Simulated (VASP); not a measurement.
## H2: single point with PBE+D3(BJ)

The system is H2, in a box.

```
CELL_PARAMETERS angstrom
10.00000 0.00000 0.00000
0.00000 10.30000 0.00000
0.00000 0.00000 10.60000
ATOMIC_POSITIONS crystal
H 0.50000 0.48544 0.43631
H 0.50000 0.48544 0.50709
```

| Quantity | Value |
| --- | --- |
| Program | VASP 6.6.1 |
| Task | single point |
| Functional | PBE |
| Dispersion | D3(BJ) |
| Potentials or basis | VASP PAW PBE potentials, release 64 (H) |
| Cutoff | 520 eV |
| k mesh | 1 × 1 × 1 |
| Occupations | gaussian, width 0.01 eV |
| Spin | no spin polarisation |

```yaml
Largest_force: 0.011 eV/Å
Gap_between_the_frontier_levels: 10.15 eV
Dispersion_energy_per_atom: -0.001 eV
```

Forces on the atoms (eV/Å):
```
H    0.000  0.000  0.011
H    0.000  0.000 -0.011
```

Levels at points of the mesh, in eV from the valence-band top:
```tsv
k point	band 1	band 2	band 3	band 4	band 5	band 6
(0.00, 0.00, 0.00)	0.00	10.15	10.64	11.22	11.28	11.52
```

It took 26 s on 1 thread of AMD EPYC 9R45 (Zen 5), with other jobs on the host, peak memory 0.82 GiB.
